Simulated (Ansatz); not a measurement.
**Structure relaxation of Hg**

The calculation used DFT PBEsol, scalar-relativistic, plane waves, PAW in Ansatz 0.2.0.

The start is a database structure of Hg, space group Cmce (No. 64).

Input of the last, converged step (default PAW datasets):

```yaml
crystal:
  lattice:
    - [2.7636102277, -5.6628607062, 0.0]
    - [2.7636102277, 5.6628607062, 0.0]
    - [0.0, 0.0, 3.0674832265]
  atoms:
    - { symbol: Hg, position: [0.3707786833, 0.6292213167, 0.4999899503] }
    - { symbol: Hg, position: [0.8707786833, 0.1292213167, 1.0000100497] }
    - { symbol: Hg, position: [0.1292213167, 0.8707786833, -1.00497e-05] }
    - { symbol: Hg, position: [0.6292213167, 0.3707786833, 0.5000100497] }
basis:
  ecutwfc: 420
kpoints:
  mp_grid: { grid: [10, 10, 16] }
hamiltonian:
  xc: pbesol
scf:
  occupations: { method: gaussian, width: 0.1 }
output:
  forces: true
  stress: true
  eigenvalues: true
relax:
  adjacent_minimum: "off"
  f_tol: 0.01
  max_steps: 80
  cell: { stress_tol: 0.05 }
```

It can be run as:

```bash
ansatz run input.yaml --threads 1 --pin off --backend cpu --events-out ev --progress --plain --runs-dir out  # memory cap (--max-ram) not shown
```

End of the output:

```
SCF converged after 5 iterations
Free energy (F): -54672.043592 eV
Harris-Foulkes:  -54672.043592 eV  (|F-HF|=1.46e-11)
Internal energy: -54672.037251 eV  (E = F + TS)
E sigma→0 (E₀):  -54672.040421 eV
Entropy (-TS):   -0.006341 eV (-1.585 meV/atom)
Fermi energy:    14.357186 eV
--- Per-component energies (eV) ---
  E_band       = -1589.064752
  E_kinetic    = 2417.697344
  E_local      = -10249.555081  (includes V_loc(G=0)·N_el)
  E_nonlocal   = 304.036953
  E_hartree    = 4382.468930
  E_xc         = -876.628881
  E_vxc        = -1047.834331  (∫ρ·V_xc dr)
  E_paw        = -39203.592631  (= ΣΔE_a)
  E_vpaw       = -1778.351375  (= ΣTr[D̂ρ^β])
  E_aug_tail   = 0.003577  (compensation charges beyond the density's cutoff)
  E_ewald      = -11447.782069
  E_core_change = 1.314605  (= ΣΔE_core)
  E_smearing   = -0.006341  (= −TS)
  E_closure    =  0.000000  (closes the sum)
  Σ components = -54672.043592   (vs F -54672.043592, Δ=0.00e0)
--- Forces (eV/Å), atoms counted from 1 ---
  atom   1  Hg     0.00000000    -0.00124198     0.00000027
  atom   2  Hg     0.00000000    -0.00124198    -0.00000027
  atom   3  Hg     0.00000000     0.00124198     0.00000027
  atom   4  Hg     0.00000000     0.00124198    -0.00000027
  max |Σ_I F_I| component: 1.39e-17 eV/Å
--- Stress (GPa, compression-positive) ---
        0.006175       0.000000       0.000000
        0.000000      -0.020889       0.000000
        0.000000       0.000000       0.019651
  P = ⅓ Tr σ = 0.0016 GPa (0.016 kbar)
--- Relaxed structure (5 steps of the walk, 4 accepted, 1 SCFs on fresh bases) ---
  F+E_penalty+E_count = -54672.04359191 eV   max|allowed force component| = 1.242e-3 eV/Å   (the final SCF, on the basis selected at the relaxed cell)
  cell:  # Å, volume = 96.0548 Å³
    - [2.791033, -5.663998, 0.0]
    - [2.791033, 5.663998, 0.0]
    - [0.0, 0.0, 3.038094]
  atoms:
    - { symbol: Hg, position: [0.370914, 0.629086, 0.499999] }
    - { symbol: Hg, position: [0.870914, 0.129086, 1.000001] }
    - { symbol: Hg, position: [0.129086, 0.870914, -0.000001] }
    - { symbol: Hg, position: [0.629086, 0.370914, 0.500001] }
```

Absolute energies hang on the potentials; compare differences alone.

The result has space group Fmmm (No. 69). Hg is coordinated by 9 Hg at 2.92–3.18 Å.

Spin–orbit coupling is left out.

A structure relaxed within its symmetry needn't be a true minimum.